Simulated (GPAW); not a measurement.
# MgB2 (P6/mmm) in GPAW: further runs

The runs below take MgB2 through single point, with PBE.

Program: GPAW 26.7.0. These are calculated values, not measurements. Logs are shortened: lines on timing, memory, paths and dates and some standing lists are left out, and cuts for length are marked. The log counts tension as positive stress, the text compression.

**1. Starting point**

Symmetry: P6/mmm, No. 191, hexagonal system. Conventional cell: a = 3.085 Å, b = 3.085 Å, c = 3.523 Å, α = 90.00°, β = 90.00°, γ = 120.00°. Mg (site symmetry 6/mmm) has 12 B at 2.51 Å as nearest neighbours. B (site symmetry -6m2) is surrounded by 3 B at 1.78 Å.

**2. Single point, PBE**

File run.py:

```python
from ase.dft.bandgap import bandgap
from ase.io import read, write
from ase.units import GPa
from gpaw import GPAW, PW

atoms = read('POSCAR')

calc = GPAW(mode=PW(800),
            xc='PBE',
            kpts={'size': (10, 10, 8), 'gamma': True},
            occupations={'name': 'methfessel-paxton', 'order': 0, 'width': 0.020999999999999998},
            nbands=17,
            convergence={'density': 1e-05, 'energy': 1e-05},
            maxiter=150,
            txt='gpaw.txt')
atoms.calc = calc
energy = atoms.get_potential_energy()
forces = atoms.get_forces()
stress = atoms.get_stress()
calc.write('gs.gpw')
write('result.traj', atoms)
print(f'Energy: {energy:.6f} eV')
print('Forces (eV/A):')
print(forces.round(4))
print('Stress (GPa):', (stress / GPa).round(3))
print('Fermi level:', round(calc.get_fermi_level(), 4), 'eV')
print(f'Gap: {bandgap(calc)[0]:.4f} eV, direct: {bandgap(calc, direct=True)[0]:.4f} eV')
```

File POSCAR:

```
MgB2
1.0
    3.0850000000      0.0000000000      0.0000000000
   -1.5425000000      2.6716883707      0.0000000000
    0.0000000000      0.0000000000      3.5230000000
Mg B
1 2
Direct
    0.0000000000      0.0000000000      0.0000000000
    0.6666666667      0.3333333333      0.5000000000
    0.3333333333      0.6666666667      0.5000000000
```

Potentials or basis: GPAW PAW data sets (gpaw-data 1.2.1), pw.

Command:

```
> OMP_NUM_THREADS=1 python run.py
```

gpaw.txt:

```text
__  _  _
 | _ |_)|_||  |
 |__||  | ||/\| - 26.7.0

Input parameters:
  mode=PW(ecut=800.0),
  convergence={'density': 1e-05, 'energy': 1e-05},
  kpts=MonkhorstPack(size=(10, 10, 8), gamma=True),
  maxiter=150,
  nbands=17,
  occupations=Occupations(name='methfessel-paxton', order=0, width=0.020999999999999998),
  xc=XC(name='PBE')

Diagonalizing LCAO Hamiltonian
Converting LCAO to pw mode

         B  B

       Mg

Atoms  # Å, Bohr magnetons
|   | symbol |         x |        y |        z |    initial magnetic moments |
|---|--------|-----------|----------|----------|-----------------------------|
| 0 |     Mg |  0.000000 | 0.000000 | 0.000000 | ( 0.0000,  0.0000,  0.0000) |
| 1 |      B |  1.542500 | 0.890563 | 1.761500 | ( 0.0000,  0.0000,  0.0000) |
| 2 |      B | -0.000000 | 1.781126 | 1.761500 | ( 0.0000,  0.0000,  0.0000) |

Unit cell  # Å
| periodic |         x |        y |        z |  lengths |     angles |
|----------|-----------|----------|----------|----------|------------|
|      yes |  3.085000 | 0.000000 | 0.000000 | 3.085000 |  90.000000 |
|      yes | -1.542500 | 2.671688 | 0.000000 | 3.085000 |  90.000000 |
|      yes |  0.000000 | 0.000000 | 3.523000 | 3.523000 | 120.000000 |

Number of symmetries: 24
Symmetry operations  # r_c * U_cc + t_c -> r_c
|    | kind |            matrix            |
|----|------|------------------------------|
|  0 |  σ   |  1, 1, 0,  0,-1, 0,  0, 0, 1 |
|  1 |  C2  |  1, 1, 0,  0,-1, 0,  0, 0,-1 |
|  2 |  C6  |  1, 1, 0, -1, 0, 0,  0, 0, 1 |
|  3 |  S6  |  1, 1, 0, -1, 0, 0,  0, 0,-1 |
|  4 |  E   |  1, 0, 0,  0, 1, 0,  0, 0, 1 |
|  5 |  σ   |  1, 0, 0,  0, 1, 0,  0, 0,-1 |
|  6 |  σ   |  1, 0, 0, -1,-1, 0,  0, 0, 1 |
|  7 |  C2  |  1, 0, 0, -1,-1, 0,  0, 0,-1 |
|  8 |  σ   |  0, 1, 0,  1, 0, 0,  0, 0, 1 |
|  9 |  C2  |  0, 1, 0,  1, 0, 0,  0, 0,-1 |
| 10 |  C3  |  0, 1, 0, -1,-1, 0,  0, 0, 1 |
| 11 |  S3  |  0, 1, 0, -1,-1, 0,  0, 0,-1 |
| 12 |  C6  |  0,-1, 0,  1, 1, 0,  0, 0, 1 |
| 13 |  S6  |  0,-1, 0,  1, 1, 0,  0, 0,-1 |
| 14 |  σ   |  0,-1, 0, -1, 0, 0,  0, 0, 1 |
| 15 |  C2  |  0,-1, 0, -1, 0, 0,  0, 0,-1 |
| 16 |  σ   | -1, 0, 0,  1, 1, 0,  0, 0, 1 |
| 17 |  C2  | -1, 0, 0,  1, 1, 0,  0, 0,-1 |
| 18 |  C2  | -1, 0, 0,  0,-1, 0,  0, 0, 1 |
| 19 |  i   | -1, 0, 0,  0,-1, 0,  0, 0,-1 |
| 20 |  C3  | -1,-1, 0,  1, 0, 0,  0, 0, 1 |
| 21 |  S3  | -1,-1, 0,  1, 0, 0,  0, 0,-1 |
| 22 |  σ   | -1,-1, 0,  0, 1, 0,  0, 0, 1 |
| 23 |  C2  | -1,-1, 0,  0, 1, 0,  0, 0,-1 |

BZ-sampling:
  Number of BZ points: 800
  Number of IBZ points: 70

  Monkhorst-Pack size: [10, 10, 8]
  Monkhorst-Pack shift: [0.05, 0.05, 0.0625]

K-points  # in reciprocal-cell coordinates
|     |                                coordinates |     weight |
|-----|--------------------------------------------|------------|
|   0 | (  0.00000000,   0.00000000,   0.00000000) | 0.00125000 |
|   1 | (  0.00000000,   0.00000000,   0.12500000) | 0.00250000 |
|   2 | (  0.00000000,   0.00000000,   0.25000000) | 0.00250000 |
|   3 | (  0.00000000,   0.00000000,   0.37500000) | 0.00250000 |
|   4 | (  0.00000000,   0.00000000,   0.50000000) | 0.00125000 |
|   5 | (  0.10000000,   0.00000000,   0.00000000) | 0.00750000 |
|   6 | (  0.10000000,   0.00000000,   0.12500000) | 0.01500000 |
|   7 | (  0.10000000,   0.00000000,   0.25000000) | 0.01500000 |
|   8 | (  0.10000000,   0.00000000,   0.37500000) | 0.01500000 |
|   9 | (  0.10000000,   0.00000000,   0.50000000) | 0.00750000 |
| ... |                                            |            |
|  69 | (  0.50000000,   0.50000000,   0.50000000) | 0.00375000 |

Plane wave coefficients: 1509
Cutoff: 800.0 eV

Spin-components: 1 (collinear spins)
Bands:           17
Projectors:      15
Spin-degeneracy: 2
Datatype:        complex128

Parallelization:
  kpt:    1
  domain: 1
  band:   1

Density:
  Valence electrons: 16.0
  Components: 1
  Grid points: [21 21 24]
  Charge: 0.0  # |e|

Potential:
  Grid points: [21 21 24]

species:
  Mg:
    name:    Magnesium
    Z:       12.0
    valence: 10
    core:    2
    charge:  0.0  # [|e|]
    compensation charges:
      type: gauss
      rc: 0.33  # [Å]
      lmax: 2
    cutoffs:
      filter: 1.86  # [Å]
      core: 0.54  # [Å]
    projectors
    | kind |    occ | energy [eV] | rcut [Å] |
    |------|--------|-------------|----------|
    |   2s |  2.000 |     -79.840 |    1.090 |
    |   3s |  2.000 |      -4.705 |    1.090 |
    |   2p |  6.000 |     -46.613 |    1.085 |
    |   3p |  0.000 |      -1.330 |    1.085 |
    |    d |        |       0.000 |    1.037 |

    Using partial waves for Mg as LCAO basis

  B:
    name:    Boron
    Z:       5.0
    valence: 3
    core:    2
    charge:  0.0  # [|e|]
    compensation charges:
      type: gauss
      rc: 0.20  # [Å]
      lmax: 2
    cutoffs:
      filter: 1.14  # [Å]
      core: 1.38  # [Å]
    projectors
    | kind |    occ | energy [eV] | rcut [Å] |
    |------|--------|-------------|----------|
    |   2s |  2.000 |      -9.443 |    0.635 |
    |   2p |  1.000 |      -3.606 |    0.635 |
    |    s |        |      17.768 |    0.635 |
    |    p |        |      23.605 |    0.635 |
    |    d |        |       0.000 |    0.635 |

    Using partial waves for B as LCAO basis

Reference energy: -6788.624023  # eV

eigensolver:
  PPCG
  Converge bands: occupied
  niter=2

density mixing:
  MSR1-Mixer
  Pratt-step length: 0.05
  Maximum mixing coefficient: 0.75
  Old densities: 10
  SVD Regularization: 0.005
  Good broyden scale: 1.0
  Trust region scale: 1.0
  Backstep threshold: 4.0
  History deletion threshold: 6.0
  Fourier metric: weight=20.0, sigma=0.015

occupation numbers:
  Methfessel-Paxton:
    width: 0.0210  # eV
    order: 0

poisson solver:
  ecut: 6400.0  # eV

xc functional:
  name: PBE with 2 nearest neighbor stencil

convergence criteria:
- Maximum integral of absolute [dens]ity change: 1e-05 electrons / valence electron
- Maximum [total energy] change in last 3 cyles: 1e-05 eV / valence electron
- Maximum integral of absolute [eigenst]ate change: 4e-08 eV^2 / valence electron
maximum number of iterations: 150

SCF iterations
|iter     | |      energy | eigst |  dens |
|---------|-|-------------|-------|-------|
|iter:   1| |  -16.880891 | +0.12 |       |
|iter:   2| |  -16.610521 | -2.32 | -0.95 |
|iter:   3| |  -15.426296 | -1.28 | -0.99 |
|iter:   4| |  -15.423368 | -3.25 | -1.78 |
|iter:   5| |  -15.424865 | -3.88 | -2.08 |
|iter:   6| |  -15.424878 | -5.52 | -3.10 |
|iter:   7| |  -15.424878c| -6.05 | -3.67 |
|iter:   8| |  -15.424878c| -8.28c| -4.62 |
|iter:   9| |  -15.424878c| -8.20c| -5.02c|

Converged in 9 steps
Energy contributions relative to reference atoms: (reference = -6788.624023)

Energy contributions:
  Kinetic:          10.089467
  Coulomb:          -6.198151
  Zero:             -0.020354
  External:          0.000000
  Xc:              -19.295735
  Entropy:          -0.000212
  Spinorbit:         0.000000
  ----------------------------
  Free energy:     -15.424984
  Extrapolated:    -15.424878

dipole moment: (-2.215117, -3.836695, -5.059226)  # |e|*Ang

Fermi level: 7.246
Eigenvalues  # (at kpt = [0.000, 0.000, 0.000])
| band index |      eig [eV] | occ [0-2] |
|------------|---------------|-----------|
|          0 |       -68.093 |     2.000 |
|          1 |       -34.866 |     2.000 |
|          2 |       -34.866 |     2.000 |
|          3 |       -34.850 |     2.000 |
|          4 |        -5.193 |     2.000 |
|          5 |         4.281 |     2.000 |
|          6 |         7.581 |     0.000 |
|          7 |         7.581 |     0.000 |
|          8 |         8.865 |     0.000 |
|          9 |        13.518 |     0.000 |
|         10 |        13.518 |     0.000 |
|         11 |        15.281 |     0.000 |
|         12 |        17.144 |     0.000 |
|         13 |        19.904 |     0.000 |
|        ... |               |           |
|         16 |        26.288 |     0.000 |

No gap
No difference between direct/indirect transitions

Forces  # eV/Ang
|        x |        y |       z |
|----------|----------|---------|
| -0.00000 |  0.00000 | 0.00000 |  # Mg   0
|  0.00000 |  0.00000 | 0.00000 |  # B    1
|  0.00000 | -0.00000 | 0.00000 |  # B    2

Stress tensor  # eV/Ang^3
|        x |         y |        z |
|----------|-----------|----------|
| 0.005291 | -0.000000 | 0.000000 |
| 0.000000 |  0.005291 | 0.000000 |
| 0.000000 |  0.000000 | 0.010526 |

# Writing to gs.gpw (mode='')
```

It took 38 s on 1 thread of Intel Xeon at 2.70GHz, shared host; peak memory 0.19 GiB.

Results:

```yaml
Free_energy: -15.4250 eV
Pressure: -1.1 GPa
Band_gap_on_the_k_mesh: none (metal or under the smearing width)
```

**3. Single point, PBE**

File run.py:

```python
from ase import Atoms
from ase.dft.bandgap import bandgap
from ase.io import write
from ase.units import Bohr, GPa
from gpaw import GPAW, PW
from gpaw.elf import elf_from_dft_calculation

atoms = Atoms(['Mg', 'B', 'B'],
              cell=[[3.085, 0.0, 0.0],
                    [-1.5425, 2.6716883707, 0.0],
                    [0.0, 0.0, 3.523]],
              scaled_positions=[[0.0, 0.0, 0.0],
                                [0.6666666667, 0.3333333333, 0.5],
                                [0.3333333333, 0.6666666667, 0.5]],
              pbc=True)

calc = GPAW(mode=PW(800),
            xc='PBE',
            kpts={'size': (10, 10, 8), 'gamma': True},
            occupations={'name': 'methfessel-paxton', 'order': 0, 'width': 0.022},
            nbands=17,
            convergence={'density': 1e-05, 'energy': 1e-05},
            maxiter=150,
            txt='gpaw.txt')
atoms.calc = calc
energy = atoms.get_potential_energy()
forces = atoms.get_forces()
stress = atoms.get_stress()
calc.write('gs.gpw')
write('result.traj', atoms)
print(f'Energy: {energy:.6f} eV')
print('Forces (eV/A):')
print(forces.round(4))
print('Stress (GPa):', (stress / GPa).round(3))
print('Fermi level:', round(calc.get_fermi_level(), 4), 'eV')
print(f'Gap: {bandgap(calc)[0]:.4f} eV, direct: {bandgap(calc, direct=True)[0]:.4f} eV')

# fields on the real-space grid
write('density.cube', atoms, data=calc.get_pseudo_density() * Bohr**3)
write('potential.cube', atoms, data=calc.get_electrostatic_potential())
write('elf.cube', atoms, data=elf_from_dft_calculation(calc).data)
```

Potentials or basis: GPAW PAW data sets (gpaw-data 1.2.1), pw.

Command:

```
> OMP_NUM_THREADS=1 python run.py
```

gpaw.txt:

```text
__  _  _
 | _ |_)|_||  |
 |__||  | ||/\| - 26.7.0

Input parameters:
  mode=PW(ecut=800.0),
  convergence={'density': 1e-05, 'energy': 1e-05},
  kpts=MonkhorstPack(size=(10, 10, 8), gamma=True),
  maxiter=150,
  nbands=17,
  occupations=Occupations(name='methfessel-paxton', order=0, width=0.022),
  xc=XC(name='PBE')

Diagonalizing LCAO Hamiltonian
Converting LCAO to pw mode

         B  B

       Mg

Atoms  # Å, Bohr magnetons
|   | symbol |         x |        y |        z |    initial magnetic moments |
|---|--------|-----------|----------|----------|-----------------------------|
| 0 |     Mg |  0.000000 | 0.000000 | 0.000000 | ( 0.0000,  0.0000,  0.0000) |
| 1 |      B |  1.542500 | 0.890563 | 1.761500 | ( 0.0000,  0.0000,  0.0000) |
| 2 |      B | -0.000000 | 1.781126 | 1.761500 | ( 0.0000,  0.0000,  0.0000) |

Unit cell  # Å
| periodic |         x |        y |        z |  lengths |     angles |
[... 183 lines left out ...]
  Coulomb:          -6.197630
  Zero:             -0.020354
  External:          0.000000
  Xc:              -19.295516
  Entropy:          -0.000231
  Spinorbit:         0.000000
  ----------------------------
  Free energy:     -15.424994
  Extrapolated:    -15.424879

dipole moment: (-2.215116, -3.836694, -5.059225)  # |e|*Ang

Fermi level: 7.246
Eigenvalues  # (at kpt = [0.000, 0.000, 0.000])
| band index |      eig [eV] | occ [0-2] |
|------------|---------------|-----------|
|          0 |       -68.093 |     2.000 |
|          1 |       -34.866 |     2.000 |
|          2 |       -34.866 |     2.000 |
|          3 |       -34.850 |     2.000 |
|          4 |        -5.193 |     2.000 |
|          5 |         4.281 |     2.000 |
|          6 |         7.581 |     0.000 |
|          7 |         7.581 |     0.000 |
|          8 |         8.865 |     0.000 |
|          9 |        13.518 |     0.000 |
|         10 |        13.518 |     0.000 |
|         11 |        15.281 |     0.000 |
|         12 |        17.144 |     0.000 |
|         13 |        19.904 |     0.000 |
|        ... |               |           |
|         16 |        26.288 |     0.000 |

No gap
No difference between direct/indirect transitions

Forces  # eV/Ang
|        x |        y |       z |
|----------|----------|---------|
| -0.00000 |  0.00000 | 0.00000 |  # Mg   0
|  0.00000 |  0.00000 | 0.00000 |  # B    1
| -0.00000 | -0.00000 | 0.00000 |  # B    2

Stress tensor  # eV/Ang^3
|        x |        y |        z |
|----------|----------|----------|
| 0.005353 | 0.000000 | 0.000000 |
| 0.000000 | 0.005353 | 0.000000 |
| 0.000000 | 0.000000 | 0.010424 |

# Writing to gs.gpw (mode='')
```

Wall time 32 s (1 thread of Intel Xeon at 2.70GHz, shared host); peak memory 0.19 GiB.

What came out:

| Quantity | Value |
| --- | --- |
| Free energy | -15.4250 eV |
| Pressure | -1.1 GPa |
| Band gap on the k mesh | none (metal or under the smearing width) |

**4. Single point, PBE**

File run.py:

```python
from ase.dft.bandgap import bandgap
from ase.io import read, write
from ase.units import GPa
from gpaw import GPAW, PW

atoms = read('MgB2.xyz')

calc = GPAW(mode=PW(800),
            xc='PBE',
            kpts={'size': (10, 10, 8), 'gamma': True},
            occupations={'name': 'methfessel-paxton', 'order': 0, 'width': 0.023},
            nbands=17,
            convergence={'density': 1e-05, 'energy': 1e-05},
            maxiter=150,
            txt='gpaw.txt')
atoms.calc = calc
energy = atoms.get_potential_energy()
forces = atoms.get_forces()
stress = atoms.get_stress()
calc.write('gs.gpw')
write('result.traj', atoms)
print(f'Energy: {energy:.6f} eV')
print('Forces (eV/A):')
print(forces.round(4))
print('Stress (GPa):', (stress / GPa).round(3))
print('Fermi level:', round(calc.get_fermi_level(), 4), 'eV')
print(f'Gap: {bandgap(calc)[0]:.4f} eV, direct: {bandgap(calc, direct=True)[0]:.4f} eV')
```

File MgB2.xyz:

```xyz
3
Lattice="3.0850000000 0.0000000000 0.0000000000 -1.5425000000 2.6716883707 0.0000000000 0.0000000000 0.0000000000 3.5230000000" Properties=species:S:1:pos:R:3 pbc="T T T"
Mg     0.0000000000      0.0000000000      0.0000000000
B      1.5425000002      0.8905627901      1.7615000000
B     -0.0000000002      1.7811255806      1.7615000000
```

Command:

```
> OMP_NUM_THREADS=1 python run.py
```

Wall time 31 s (1 thread of Intel Xeon at 2.70GHz, shared host); peak memory 0.19 GiB.

It converged, with:

```yaml
Free_energy: -15.4250 eV
Pressure: -1.1 GPa
Band_gap_on_the_k_mesh: none (metal or under the smearing width)
```

Stress tensor (GPa, compression positive):
```
-0.87  0.00  0.00
 0.00 -0.87  0.00
 0.00  0.00 -1.65
```

Levels at points of the mesh, in eV from the Fermi level:
```csv
k point,band 6,band 7,band 8,band 9,band 10,band 11
"(0.00, 0.00, 0.00)",-2.97,0.33,0.33,1.62,6.27,6.27
"(0.00, 0.00, 0.50)",-7.46,0.71,0.71,6.61,6.61,7.90
"(0.50, 0.50, 0.00)",-7.85,-2.20,0.18,3.04,3.84,5.28
"(0.50, 0.50, 0.50)",-6.94,-3.59,-1.90,-1.33,5.66,8.75
```

**5. Single point, PBE**

run.py, as its differences from that of step 4:

```diff
@@ -2,4 +2,5 @@
 from ase.io import read, write
-from ase.units import GPa
+from ase.units import Bohr, GPa
 from gpaw import GPAW, PW
+from gpaw.elf import elf_from_dft_calculation
 
@@ -10,3 +11,3 @@
             kpts={'size': (10, 10, 8), 'gamma': True},
-            occupations={'name': 'methfessel-paxton', 'order': 0, 'width': 0.023},
+            occupations={'name': 'methfessel-paxton', 'order': 0, 'width': 0.024},
             nbands=17,
@@ -27 +28,6 @@
 print(f'Gap: {bandgap(calc)[0]:.4f} eV, direct: {bandgap(calc, direct=True)[0]:.4f} eV')
+
+# fields on the real-space grid
+write('density.cube', atoms, data=calc.get_pseudo_density() * Bohr**3)
+write('potential.cube', atoms, data=calc.get_electrostatic_potential())
+write('elf.cube', atoms, data=elf_from_dft_calculation(calc).data)
```

MgB2.xyz is that of step 4.

Command:

```
> OMP_NUM_THREADS=1 python run.py
```

Wall time 31 s (1 thread of Intel Xeon at 2.70GHz, shared host); peak memory 0.19 GiB.

The run converged. Its results:

```yaml
Free_energy: -15.4250 eV
Pressure: -1.1 GPa
Band_gap_on_the_k_mesh: none (metal or under the smearing width)
```

Stress tensor (GPa, compression positive):
```
-0.88  0.00  0.00
 0.00 -0.88  0.00
 0.00  0.00 -1.64
```

Levels at points of the mesh, in eV from the Fermi level:
| k point | band 6 | band 7 | band 8 | band 9 | band 10 | band 11 |
| --- | --- | --- | --- | --- | --- | --- |
| (0.00, 0.00, 0.00) | -2.97 | 0.33 | 0.33 | 1.62 | 6.27 | 6.27 |
| (0.00, 0.00, 0.50) | -7.46 | 0.71 | 0.71 | 6.61 | 6.61 | 7.90 |
| (0.50, 0.50, 0.00) | -7.85 | -2.20 | 0.18 | 3.04 | 3.84 | 5.28 |
| (0.50, 0.50, 0.50) | -6.94 | -3.59 | -1.90 | -1.33 | 5.66 | 8.75 |

(Part 1 of 2 ends here.)
